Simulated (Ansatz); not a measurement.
## TaN: equation of state with r2SCAN

Crystal: TaN.

```
Ta N
1.0
     0.00000    2.21132    2.21132
     2.21132    0.00000    2.21132
     2.21132    2.21132    0.00000
Ta N
1 1
Cartesian
  2.2113 2.2113 2.2113
  0.0000 0.0000 0.0000
```

The cell comes from a database or a generator and needn't be the stable form of this composition.

```
Program             : Ansatz 0.2.0
Task                : equation of state
Functional          : r2SCAN
Potentials or basis : Ansatz PAW
Cutoff              : 500 eV
Density cutoff      : 2000 eV
k mesh              : 10 × 10 × 10
Occupations         : fermi-dirac, width 0.05 eV
Spin                : no spin polarisation
```

- Equilibrium volume: 10.62 Å³/atom
- Bulk modulus: 352 GPa
- Pressure derivative of the bulk modulus: 4.4

Energy against volume, from the lowest point:
```tsv
volume (Å³/atom)	energy (meV/atom)
10.164	22.94
10.381	6.00
10.597	0.00
10.813	3.78
11.030	16.33
11.246	36.74
11.462	64.17
```

All runs of the series together: 13 s on 2 threads of Arm Neoverse V1, on a shared host.

Caveat: the PAW data sets were made with another functional, which shifts forces and pressure a little. The run has no spin-orbit coupling, so splittings on Ta are missing.
